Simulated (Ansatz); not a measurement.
# WS2: the cost of one run

Program: Ansatz 0.2.0. Level of theory: DFT PBE, scalar-relativistic, plane waves, PAW. These are calculated values, not measurements.

## Step 1: Starting point

It takes space group P3m1 (No. 156, trigonal). Conventional cell: a = 3.183 Å, b = 3.183 Å, c = 28.532 Å, α = 90.00°, β = 90.00°, γ = 120.00°. W (site symmetry 3m) is surrounded by 6 S at 2.41 Å. S (site symmetry 3m) has 3 W at 2.41 Å in its first shell of neighbours. Only part of the 9 independent sites is listed.

Coordinates:

```cif
data_structure
_symmetry_space_group_name_H-M 'P3m1'
_symmetry_Int_Tables_number 156
_cell_length_a 3.1830
_cell_length_b 3.1830
_cell_length_c 28.5322
_cell_angle_alpha 90.000
_cell_angle_beta 90.000
_cell_angle_gamma 120.000
_cell_volume 250.34
loop_
_atom_site_label
_atom_site_type_symbol
_atom_site_symmetry_multiplicity
_atom_site_Wyckoff_symbol
_atom_site_fract_x
_atom_site_fract_y
_atom_site_fract_z
_atom_site_occupancy
W1 W 1 a 0.00000 0.00000 0.65929 1
W2 W 1 c 0.66667 0.33333 0.88553 1
W3 W 1 c 0.66667 0.33333 0.43436 1
S1 S 1 a 0.00000 0.00000 0.94019 1
S2 S 1 a 0.00000 0.00000 0.48903 1
S3 S 1 c 0.66667 0.33333 0.71395 1
S4 S 1 a 0.00000 0.00000 0.83085 1
S5 S 1 a 0.00000 0.00000 0.37971 1
S6 S 1 c 0.66667 0.33333 0.60462 1
```

The runs take a perfect supercell of 36 atoms; the defect goes to fractional position (0.417, 0.333, 0.333).

## Step 2: The perfect supercell

input.yaml reads:

```yaml
crystal:
  lattice:
    - [-3.182954, -5.513038, 0.0]
    - [3.182954, -5.513038, 0.0]
    - [-1.591477, -2.756519, 28.532218]
  atoms:
    - { symbol: W, position: [0.837023, 0.666667, 0.659287] }
    - { symbol: W, position: [0.337023, 0.666667, 0.659287] }
    - { symbol: W, position: [0.837023, 0.166667, 0.659287] }
    - { symbol: W, position: [0.337023, 0.166667, 0.659287] }
    - { symbol: W, position: [0.890566, 0.333334, 0.885534] }
    - { symbol: W, position: [0.390566, 0.333334, 0.885534] }
    - { symbol: W, position: [0.890566, 0.833334, 0.885534] }
    - { symbol: W, position: [0.390566, 0.833334, 0.885534] }
    - { symbol: W, position: [0.616152, 0.333334, 0.434362] }
    - { symbol: W, position: [0.116152, 0.333334, 0.434362] }
    - { symbol: W, position: [0.616152, 0.833334, 0.434362] }
    - { symbol: W, position: [0.116152, 0.833334, 0.434362] }
    - { symbol: S, position: [0.696574, 0.666666, 0.940186] }
    - { symbol: S, position: [0.196574, 0.666666, 0.940186] }
    - { symbol: S, position: [0.696574, 0.166666, 0.940186] }
    - { symbol: S, position: [0.196574, 0.166666, 0.940186] }
    - { symbol: S, position: [0.922151, 0.666667, 0.489031] }
    - { symbol: S, position: [0.422151, 0.666667, 0.489031] }
    - { symbol: S, position: [0.922151, 0.166667, 0.489031] }
    - { symbol: S, position: [0.422151, 0.166667, 0.489031] }
    - { symbol: S, position: [0.976357, 0.333334, 0.713952] }
    - { symbol: S, position: [0.476357, 0.333334, 0.713952] }
    - { symbol: S, position: [0.976357, 0.833334, 0.713952] }
    - { symbol: S, position: [0.476357, 0.833334, 0.713952] }
    - { symbol: S, position: [0.751243, 0.666666, 0.830848] }
    - { symbol: S, position: [0.251243, 0.666666, 0.830848] }
    - { symbol: S, position: [0.751243, 0.166666, 0.830848] }
    - { symbol: S, position: [0.251243, 0.166666, 0.830848] }
    - { symbol: S, position: [0.976812, 0.666666, 0.37971] }
    - { symbol: S, position: [0.476812, 0.666666, 0.37971] }
    - { symbol: S, position: [0.976812, 0.166666, 0.37971] }
    - { symbol: S, position: [0.476812, 0.166666, 0.37971] }
    - { symbol: S, position: [0.531021, 0.333333, 0.604625] }
    - { symbol: S, position: [0.031021, 0.333333, 0.604625] }
    - { symbol: S, position: [0.531021, 0.833333, 0.604625] }
    - { symbol: S, position: [0.031021, 0.833333, 0.604625] }
basis:
  ecutwfc: 420
  fft_grid_basis: typed
kpoints:
  mp_grid: { grid: [2, 2, 2] }
hamiltonian:
  xc: pbe
  pseudopotentials: { kind: paw }
scf:
  occupations: { method: gaussian, width: 0.05 }
output:
  forces: true
  stress: false
  eigenvalues: true
  bader: false
  write_density: true
  volumetric_format: npy
```

Command:

```
$ ansatz run input.yaml --threads 4 --pin off --max-ram 10240MiB --backend cpu --events-out ev --progress --plain --runs-dir out
```

What time and memory should one allow on 4 threads of AMD EPYC 9R45 (Zen 5), shared host?

About 6.8 s, with a peak of 4 GiB.
